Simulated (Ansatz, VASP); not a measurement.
# Two plane-wave programs on TiC

The input INCAR:

```
  PREC = Accurate
  ENCUT = 520
  EDIFF = 1E-8
  ISMEAR = -1
  SIGMA = 0.03
  LREAL = F
  LASPH = T
  NELM = 100
  ALGO = Normal
  ISIF = 2
  LWAVE = F
  LCHARG = F
  GGA = PE
  LEFG = T
  NBANDS = 15
```

KPOINTS

```
regular mesh
0
Gamma
  16 16 16
```

Contents of POSCAR:

```
TiC
1.0
    0.0000000000      2.1924769499      2.1924769499
    2.1924769499      0.0000000000      2.1924769499
    2.1924769499      2.1924769499      0.0000000000
Ti C
1 1
Direct
    0.0000000000      0.0000000000      0.0000000000
    0.5000000000      0.5000000000      0.5000000000
```

Input for Ansatz:

```yaml
crystal:
  lattice:
    - [0.0, 2.1924769499, 2.1924769499]
    - [2.1924769499, 0.0, 2.1924769499]
    - [2.1924769499, 2.1924769499, 0.0]
  atoms:
    - { symbol: Ti, position: [0.0, 0.0, 0.0] }
    - { symbol: C, position: [0.5, 0.5, 0.5] }
kpoints:
  mp_grid: { grid: [16, 16, 16] }
scf:
  occupations: { method: fermi_dirac, width: 0.03 }
hamiltonian:
  xc: pbe
  pseudopotentials: { kind: paw }
output:
  forces: true
  stress: true
  eigenvalues: true
  efg: { contact_densities: true }
```

Change from the starting cell: volume scaled by 1.04, PAW files.

Alike in both runs: task electric field gradients; functional PBE; k mesh 16 × 16 × 16; occupations fermi-dirac, width 0.03 eV; no spin polarisation.

```csv
,VASP,Ansatz
version,VASP 6.6.1,Ansatz 0.2.0
potentials or method,"VASP PAW PBE potentials, release 64 (Ti_sv, C)","PAW with Ansatz's default frozen-core files, scalar-relativistic"
plane-wave cutoff (eV),520,420
valence electrons in the cell,16,16
```

```csv
,VASP,Ansatz,Ansatz less VASP
pressure (GPa),-8.1,-8.3,-0.24
Vzz of the field gradient on the site that differs most (V/Å²),0.0,0.0,0.00
```
